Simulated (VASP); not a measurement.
# V (P6_3/mmc) in VASP: notebook

Runs on V. Level: PBEsol. Tasks: relaxation of cell and atoms, single point.

Program: VASP 6.6.1. These are calculated values, not measurements. Logs are shortened: lines on timing, memory, paths and dates and some standing lists are left out, and cuts for length are marked.

### 1 The crystal as given

Symmetry: P6_3/mmc, No. 194, hexagonal system. Conventional cell: a = 2.692 Å, b = 2.692 Å, c = 4.397 Å, α = 90.00°, β = 90.00°, γ = 120.00°. V (site symmetry -6m2) has 12 V at 2.69 Å as nearest neighbours.

This isn't the form of V at room conditions, which is bcc.

### 2 Relaxation of cell and atoms, PBEsol

Input file INCAR:

```
SYSTEM = V
PREC = Accurate
ENCUT = 600
EDIFF = 1E-7
ISMEAR = 0
SIGMA = 0.1
LREAL = .False.
LASPH = .True.
NELM = 80
ALGO = Fast
ISIF = 3
LWAVE = .False.
LCHARG = .False.
GGA = PS
IBRION = 2
NSW = 90
EDIFFG = -0.005
```

Input file KPOINTS:

```
regular mesh
0
Gamma
  6 6 4
  0 0 0
```

Input file POSCAR:

```
V
1.0
    2.6923490400      0.0000000000      0.0000000000
   -1.3461745200      2.3316426600      0.0000000000
    0.0000000000      0.0000000000      4.3966059800
V
2
Direct
    0.3333333300      0.6666666700      0.2500000000
    0.6666666700      0.3333333300      0.7500000000
```

Potentials or basis: VASP PAW PBE potentials, release 64 (V_sv).

Command:

```
> cat potpaw_PBE.64/V_sv/POTCAR > POTCAR
> mpirun -np 1 vasp_std > vasp.out
```

OUTCAR:

```text
SYSTEM = V
   PREC = Accurate
   ENCUT = 600
   EDIFF = 1E-7
   ISMEAR = 0
   LREAL = .False.
   LASPH = .True.
   NELM = 80
   ISIF = 3
   GGA = PS
   IBRION = 2
   NSW = 90
   EDIFFG = -0.005

 ion  position               nearest neighbor table
   1  0.333  0.667  0.250-   2 2.69   2 2.69   2 2.69   2 2.69   2 2.69   2 2.69
   2  0.667  0.333  0.750-   1 2.69   1 2.69   1 2.69   1 2.69   1 2.69   1 2.69

  LATTYP: Found a hexagonal cell.
 ALAT       =     2.6923490400
 C/A-ratio  =     1.6329999991

  Lattice vectors:

 A1 = (   2.6923490400,   0.0000000000,   0.0000000000)
 A2 = (  -1.3461745200,   2.3316426600,   0.0000000000)
 A3 = (   0.0000000000,   0.0000000000,   4.3966059800)

Analysis of symmetry for initial positions (statically):
=====================================================================
 Subroutine PRICEL returns:
 Original cell was already a primitive cell.

 Routine SETGRP: Setting up the symmetry group for a
 hexagonal supercell.

 Subroutine GETGRP returns: Found 24 space group operations
 (whereof 12 operations were pure point group operations)
 out of a pool of 24 trial point group operations.

The static configuration has the point symmetry D_3d.
 The point group associated with its full space group is D_6h.

Analysis of symmetry for dynamics (positions and initial velocities):
=====================================================================
 Subroutine PRICEL returns:
 Original cell was already a primitive cell.

 Routine SETGRP: Setting up the symmetry group for a
 hexagonal supercell.

 Subroutine GETGRP returns: Found 24 space group operations
 (whereof 12 operations were pure point group operations)
 out of a pool of 24 trial point group operations.

The dynamic configuration has the point symmetry D_3d.
 The point group associated with its full space group is D_6h.

 Subroutine INISYM returns: Found 24 space group operations
 (whereof 12 operations are pure point group operations),
 and found     1 'primitive' translations

----------------------------------------------------------------------------------------

                                     Primitive cell

  volume of cell :      27.6001

  direct lattice vectors                    reciprocal lattice vectors
     2.692349040  0.000000000  0.000000000     0.371422867  0.214441093  0.000000000
    -1.346174520  2.331642660  0.000000000     0.000000000  0.428882186  0.000000000
     0.000000000  0.000000000  4.396605980     0.000000000  0.000000000  0.227448174

  length of vectors
     2.692349040  2.692349036  4.396605980     0.428882185  0.428882186  0.227448174

  position of ions in fractional coordinates (direct lattice)
     0.333333330  0.666666670  0.250000000
     0.666666670  0.333333330  0.750000000

  ion indices of the primitive-cell ions
   primitive index   ion index
                 1           1
                 2           2

----------------------------------------------------------------------------------------

 KPOINTS: regular mesh

Automatic generation of k-mesh.
 Grid dimensions read from file:
 generate k-points for:    6    6    4

 Generating k-lattice:

  Cartesian coordinates                     Fractional coordinates (reciprocal lattice)
     0.061903811  0.035740182  0.000000000     0.166666667  0.000000000  0.000000000
     0.000000000  0.071480364  0.000000000     0.000000000  0.166666667  0.000000000
     0.000000000  0.000000000  0.056862043     0.000000000  0.000000000  0.250000000

  Length of vectors
     0.071480364  0.071480364  0.056862043

  Shift w.r.t. Gamma in fractional coordinates (k-lattice)
     0.000000000  0.000000000  0.000000000

 Subroutine IBZKPT returns following result:
 ===========================================

 Found     21 irreducible k-points:

 Following reciprocal coordinates:
            Coordinates               Weight
  0.000000  0.000000  0.000000      1.000000
  0.166667  0.000000  0.000000      6.000000
  0.333333  0.000000  0.000000      6.000000
  0.500000  0.000000  0.000000      3.000000
  0.166667  0.166667  0.000000      6.000000
  0.333333  0.166667  0.000000     12.000000
[... 13 lines left out ...]
  0.333333  0.166667  0.500000     12.000000
  0.333333  0.333333  0.500000      2.000000
   k-points           NKPTS =     21   k-points in BZ     NKDIM =     21   number of bands    NBANDS=     17
   number of dos      NEDOS =    301   number of ions     NIONS =      2
   total plane-waves  NPLWV =  20736
   dimension x,y,z NGX =    24 NGY =   24 NGZ =   36
   dimension x,y,z NGXF=    48 NGYF=   48 NGZF=   72
   ions per type =               2
   NGX,Y,Z   is equivalent  to a cutoff of  14.82, 14.82, 13.61 a.u.
   NGXF,Y,Z  is equivalent  to a cutoff of  29.64, 29.64, 27.22 a.u.
 SYSTEM =  V
   PREC   = accura    normal or accurate (medium, high low for compatibility)
   ISTART =      0    job   : 0-new  1-cont  2-samecut
   ICHARG =      2    charge: 1-file 2-atom 10-const
   ISPIN  =      1    spin polarized calculation?
   LNONCOLLINEAR =      F non collinear calculations
   LSORBIT =      F    spin-orbit coupling
   LASPH  =      T    aspherical Exc in radial PAW
   ENCUT  =  600.0 eV  44.10 Ry    6.64 a.u.   5.38  5.38  8.78*2*pi/ulx,y,z
   NELM   =     80;   NELMIN=  2; NELMDL= -5     # of ELM steps
   EDIFF  = 0.1E-06   stopping-criterion for ELM
   LREAL  =      F    real-space projection
   EDIFFG = -.5E-02   stopping-criterion for IOM
   NSW    =     90    number of steps for IOM
   IBRION =      2    ionic relax: 0-MD 1-quasi-New 2-CG
   NFREE  =      1    steps in history (QN), initial steepest desc. (CG)
   ISIF   =      3    stress and relaxation
   ISYM   =      2    0-nonsym 1-usesym 2-fastsym
   POTIM  = 0.5000    time-step for ionic-motion
   TEBEG  =    0.0;   TEEND  =   0.0 temperature during run
   PSTRESS=    0.0 pullay stress
   NELECT =      26.0000    total number of electrons
   NUPDOWN=      -1.0000    fix difference up-down
   EMIN   =  10.00;   EMAX   =-10.00  energy-range for DOS
   EFERMI =   0.00;   METHOD = LEGACY
   ISMEAR =     0;   SIGMA  =   0.10  broadening in eV -4-tet -1-fermi 0-gaus
   EFERMI_NEDOS =   21; number of points for ismear=-14 and -15
   IALGO  =     68    algorithm
   IMIX   =      4    mixing-type and parameters
     AMIX     =   0.40;   BMIX     =  1.00
     AMIX_MAG =   1.60;   BMIX_MAG =  1.00
  volume/ion in A,a.u.               =      13.80        93.13
  Fermi-wavevector in a.u.,A,eV,Ry     =   1.604830  3.032689 35.041515  2.575479
  Thomas-Fermi vector in A             =   2.701272
   LORBIT       =      0    0 simple, 1 ext, 2 COOP (PROOUT), +10 PAW based schemes
   GGA     = PS    functional components
   LHFCALC =     F    Hartree Fock is set to
   AEXX    =    0.0000 exact exchange contribution
   IVDW    =     0    specifies the selected vdW correction
   LEPSILON=     F    determine dielectric tensor
   LRPA    =     F    only Hartree local field effects (RPA)
 conjugate gradient relaxation of ions
 non-spin polarized calculation
 RMM-DIIS sequential band-by-band and
 Gauss-broadening in eV      SIGMA  =   0.10
  energy-cutoff  :      600.00
  volume of cell :       27.60
 maximum number of plane-waves:       954
 NGX is ok and might be reduce to    24
   NGX = 11   NGY = 11   NGZ = 17

--------------------------------------- Ionic step        1  -------------------------------------------

 number of electron      26.0000011 magnetization

 Free energy of the ion-electron system (eV)
  ---------------------------------------------------
  ext. energy  EPLUGINS =         0.00000000
  ---------------------------------------------------
  free energy    TOTEN  =       -18.62618089 eV

  energy without entropy =      -18.60432065  energy(sigma->0) =      -18.61525077

------------------------ aborting loop because EDIFF is reached ----------------------------------------

  FORCE on cell =-STRESS in cart. coord.  units (eV):
  Direction    XX          YY          ZZ          XY          YZ          ZX
  --------------------------------------------------------------------------------------
  -------------------------------------------------------------------------------------
  Total       -1.4671538     -1.4671538      0.0128316      0.0000000      0.0000000      0.0000000
  in kB      -85.1677789    -85.1677786      0.7448705      0.0000000      0.0000000      0.0000000
  external PRESSURE =     -56.5302290 kB  Pullay stress =       0.0000000 kB
[... 89 lines left out ...]
  FREE ENERGIE OF THE ION-ELECTRON SYSTEM (eV)
  ---------------------------------------------------
  free  energy   TOTEN  =       -18.6644726055 eV

  energy  without entropy=      -18.6450793161  energy(sigma->0) =      -18.65477596

 E-fermi :   9.8214     XC(G=0): -12.9749

 val. band max:        9.7593596065   @ k =   0.1667   0.0000   0.0000
 cond. band min:       9.8402096117   @ k =   0.3333   0.1667   0.5000
 fundamental gap:      0.0808500052
 Fermi energy:         9.8213894988

 k-point     1 :       0.0000    0.0000    0.0000
  band No.  band energies     occupation
      1     -53.9467      2.00000
      2     -53.8335      2.00000
      3     -28.1832      2.00000
      4     -27.5176      2.00000
      5     -27.3297      2.00000
      6     -27.3297      2.00000
[... 9 lines left out ...]
     16      10.4639      0.00000
     17      11.7187      0.00000
[... 383 lines left out ...]
      1     -53.6827      2.00000
      2     -53.6827      2.00000
      3     -28.0315      2.00000
      4     -28.0315      2.00000
      5     -27.9534      2.00000
      6     -27.9534      2.00000
[... 9 lines left out ...]
     16      10.7533      0.00000
     17      12.7706      0.00000

[... ionic steps 4 to 8 ...]

--------------------------------------- Ionic step        9  -------------------------------------------

 number of electron      26.0000009 magnetization

------------------------ aborting loop because EDIFF is reached ----------------------------------------

  FORCE on cell =-STRESS in cart. coord.  units (eV):
  Direction    XX          YY          ZZ          XY          YZ          ZX
  --------------------------------------------------------------------------------------
  -------------------------------------------------------------------------------------
  Total        0.0119656      0.0119656     -0.0034232      0.0000000      0.0000000     -0.0000000
  in kB        0.7225180      0.7225180     -0.2067027      0.0000000      0.0000000     -0.0000000
  external PRESSURE =       0.4127778 kB  Pullay stress =       0.0000000 kB
[... 57 lines left out ...]
  energy  without entropy=      -18.7001323765  energy(sigma->0) =      -18.70965997

--------------------------------------- Ionic step       11  -------------------------------------------

 number of electron      26.0000009 magnetization

 Free energy of the ion-electron system (eV)
  ---------------------------------------------------
  ext. energy  EPLUGINS =         0.00000000
  ---------------------------------------------------
  free energy    TOTEN  =       -18.71918790 eV

  energy without entropy =      -18.70014497  energy(sigma->0) =      -18.70966644

 E-fermi :  10.1580     XC(G=0): -13.1183

 val. band max:       10.0966566962   @ k =   0.3333   0.0000   0.0000
 cond. band min:      10.1781870410   @ k =   0.3333   0.1667   0.5000
 fundamental gap:      0.0815303448
 Fermi energy:        10.1579519691

 k-point     1 :       0.0000    0.0000    0.0000
  band No.  band energies     occupation
      1     -53.5959      2.00000
      2     -53.4681      2.00000
      3     -27.8602      2.00000
      4     -27.1282      2.00000
      5     -26.9398      2.00000
      6     -26.9398      2.00000
[... 9 lines left out ...]
     16      10.8100      0.00000
     17      12.0930      0.00000
[... 427 lines left out ...]
  FREE ENERGIE OF THE ION-ELECTRON SYSTEM (eV)
  ---------------------------------------------------
  free  energy   TOTEN  =       -18.7191878997 eV

  energy  without entropy=      -18.7001449732  energy(sigma->0) =      -18.70966644

 reached required accuracy - stopping structural energy minimisation
```

Wall time 72 s (1 thread of Intel Xeon Platinum 8488C (Sapphire Rapids), shared host); peak memory 0.16 GiB.

What came out:

```yaml
Free_energy: -18.7192 eV
Relaxed_volume: 13.27 Å³/atom
Relaxed_cell: a = 2.560 Å, b = 2.560 Å, c = 4.674 Å, α = 90.00°, β = 90.00°, γ = 120.00°
Space_group_after_relaxing_to_0.05_Å: P6_3/mmc (No. 194)
Energy_gained_by_relaxing: 46.5 meV/atom
Ionic_steps: 11
Pressure_after_relaxing: 0.0 GPa
Band_gap_on_the_k_mesh: none (metal or under the smearing width)
```

The path:
```
step  energy change (eV)  largest force (eV/Å)  pressure (GPa)  volume (Å³)
   1              0.0000                0.0000           -5.65        27.60
   2             -0.0312                0.0000            7.55        25.69
   3             -0.0383                0.0000            3.38        26.23
   4             -0.0809                0.0000            3.44        26.11
   5             -0.0869                0.0000            3.82        26.02
   6             -0.0829                0.0000           -4.56        27.23
   7             -0.0930                0.0000           -0.02        26.54
   8             -0.0930                0.0000            0.06        26.53
   9             -0.0930                0.0000            0.04        26.53
  10             -0.0930                0.0000            0.03        26.54
  11             -0.0930                0.0000            0.03        26.53
```

Final structure:
```
CELL_PARAMETERS angstrom
2.56022 0.00000 0.00000
-1.28011 2.21722 0.00000
0.00000 0.00000 4.67446
ATOMIC_POSITIONS crystal
V 0.33333 0.66667 0.25000
V 0.66667 0.33333 0.75000
```

Caveat: the k mesh is coarse (spacing up to 0.45 Å⁻¹), so the values aren't converged; the PAW data sets were made with another functional, which shifts forces and pressure a little.

### 3 Single point, PBEsol

Input file INCAR:

```
PREC     = Accurate       # precision mode
ENCUT    = 520            # plane-wave cutoff, eV
EDIFF    = 1E-6           # SCF threshold, eV
ISMEAR   = 0              # smearing method
SIGMA    = 0.1            # smearing width, eV
LREAL    = False          # projectors in reciprocal space
LASPH    = True           # aspherical terms in the spheres
NELM     = 80             # most SCF steps
ALGO     = Fast           # electronic algorithm
ISIF     = 2              # what is computed and relaxed
LWAVE    = False          # write WAVECAR
LCHARG   = False          # write CHGCAR
GGA      = PS             # functional
NBANDS   = 20             # bands
```

Input file KPOINTS:

```
regular mesh
0
Gamma
  18 18 10
```

POSCAR is that of step 2.

Potentials or basis: VASP PAW PBE potentials, release 64 (V_sv).

Command:

```
> cat potpaw_PBE.64/V_sv/POTCAR > POTCAR
> mpirun -np 1 vasp_std > vasp.out
```

It took 63 s on 1 thread of Intel Xeon Platinum 8488C (Sapphire Rapids), shared host; peak memory 0.21 GiB.

It converged, with:

```yaml
Free_energy: -18.6527 eV
Pressure: -5.7 GPa
Band_gap_on_the_k_mesh: none (metal or under the smearing width)
```

Stress tensor (GPa, compression positive):
```
-8.54  0.00  0.00
 0.00 -8.54  0.00
 0.00  0.00  0.04
```

Levels at points of the mesh, in eV from the Fermi level:
```tsv
k point	band 10	band 11	band 12	band 13	band 14	band 15	band 16	band 17
(0.00, 0.00, 0.00)	-3.43	0.11	0.14	0.14	0.62	0.62	0.73	1.25
(0.50, 0.00, 0.00)	-2.94	-2.67	-0.69	0.00	0.03	0.59	3.03	3.16
(0.00, 0.00, 0.50)	-4.94	-0.57	-0.57	0.08	0.08	0.08	0.08	2.37
(0.50, 0.00, 0.50)	-3.33	-1.61	-1.61	1.33	1.33	1.44	1.44	3.15
```

Caveat: the PAW data sets were made with another functional, which shifts forces and pressure a little.
